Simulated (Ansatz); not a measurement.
Wires are cut from relaxed bulk Mo (Im-3m, 15.78 Å³/atom, gap on the mesh 0.00 eV); atoms and period are relaxed, and energies count from that bulk.

Computed with DFT PBE, scalar-relativistic, plane waves, PAW in Ansatz 0.2.0.

Cutoff 420 eV; k points 1×1×12 on the computed 14-atom cell (Γ-centred); Gaussian smearing, width 0.05 eV; no spin polarisation.

Start ([110] wire, 14 host atoms a period):

```yaml
crystal:
  lattice:
    - [15.70000, 0.00000, 0.00000]
    - [0.00000, 15.60000, 0.00000]
    - [0.00000, 0.00000, 4.46954]
  atoms:
    - { symbol: Mo, position: [0.28649, 0.60130, 0.00000] }
    - { symbol: Mo, position: [0.28649, 0.39870, 0.00000] }
    - { symbol: Mo, position: [0.57117, 0.60130, 0.00000] }
    - { symbol: Mo, position: [0.57117, 0.39870, 0.00000] }
    - { symbol: Mo, position: [0.42883, 0.60130, 0.50000] }
    - { symbol: Mo, position: [0.42883, 0.39870, 0.50000] }
    - { symbol: Mo, position: [0.42883, 0.70259, 0.00000] }
    - { symbol: Mo, position: [0.42883, 0.50000, 0.00000] }
    - { symbol: Mo, position: [0.42883, 0.29741, 0.00000] }
    - { symbol: Mo, position: [0.28649, 0.50000, 0.50000] }
    - { symbol: Mo, position: [0.71351, 0.50000, 0.00000] }
    - { symbol: Mo, position: [0.57117, 0.70259, 0.50000] }
    - { symbol: Mo, position: [0.57117, 0.50000, 0.50000] }
    - { symbol: Mo, position: [0.57117, 0.29741, 0.50000] }
```

Task: What does the relaxation give?

Result: The free energy falls by 308 meV/atom.

| Item | Value |
| --- | --- |
| excess energy (eV per host atom) | 1.593 |
| line energy (eV/Å) | 5.149 |
| period (Å) | 4.331 |
| gap on the mesh (eV) | 0 |

Relaxed structure:
```yaml
crystal:
  lattice:
    - [15.70000, 0.00000, 0.00000]
    - [0.00000, 15.60000, 0.00000]
    - [0.00000, 0.00000, 4.33077]
  atoms:
    - { symbol: Mo, position: [0.29720, 0.60233, 0.00000] }
    - { symbol: Mo, position: [0.29720, 0.39767, 0.00000] }
    - { symbol: Mo, position: [0.57040, 0.60191, 0.00000] }
    - { symbol: Mo, position: [0.57040, 0.39809, 0.00000] }
    - { symbol: Mo, position: [0.43105, 0.60265, 0.50000] }
    - { symbol: Mo, position: [0.43105, 0.39735, 0.50000] }
    - { symbol: Mo, position: [0.41951, 0.68858, 0.00000] }
    - { symbol: Mo, position: [0.42921, 0.50000, 0.00000] }
    - { symbol: Mo, position: [0.41951, 0.31142, 0.00000] }
    - { symbol: Mo, position: [0.29835, 0.50000, 0.50000] }
    - { symbol: Mo, position: [0.68893, 0.50000, 0.00000] }
    - { symbol: Mo, position: [0.56563, 0.68418, 0.50000] }
    - { symbol: Mo, position: [0.58889, 0.50000, 0.50000] }
    - { symbol: Mo, position: [0.56563, 0.31582, 0.50000] }
```

Each run keeps its start's symmetry and one magnetic start, so lower states can exist.

The run took 4.8 min on 4 threads of Intel(R) Xeon(R) Platinum 8488C (Sapphire Rapids), with other jobs on the host, peak memory 2.8 GiB.